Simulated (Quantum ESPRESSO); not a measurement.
The system is CsPbCl3.

```
Pb Cs Cl
1.0
     5.60500    0.00000    0.00000
     0.00000    5.60500    0.00000
     0.00000    0.00000    5.60500
Pb Cs Cl
1 1 3
Direct
  0.50000 0.50000 0.50000
  0.00000 0.00000 0.00000
  0.50000 0.00000 0.50000
  0.00000 0.50000 0.50000
  0.50000 0.50000 0.00000
```

Base run:

```yaml
Program: Quantum ESPRESSO 7.5
Functional: WC
Potentials_or_basis: PseudoDojo 0.4.1 SR PBE standard
Cutoff: 789 eV
Density_cutoff: 3157 eV
k_mesh: 4 × 4 × 4, shifted
Occupations: fermi-dirac, width 0.05 eV
Spin: no spin polarisation
```

Its results: pressure 0.3 GPa; electronic dielectric tensor (diagonal) 3.50.

Question: The run is repeated on the same cell with these changes: functional from WC to BLYP. What comes out?

Answer: Pressure 3.2 GPa; electronic dielectric tensor (diagonal) 3.40.

BLYP binds less tightly than WC, so the same cell stands under more pressure.

Caveats: the potentials were made for another functional, which shifts forces and pressure; the cell is more than 3 GPa from zero pressure, which shifts response properties (some runs).

Not every run made on this cell is shown here.
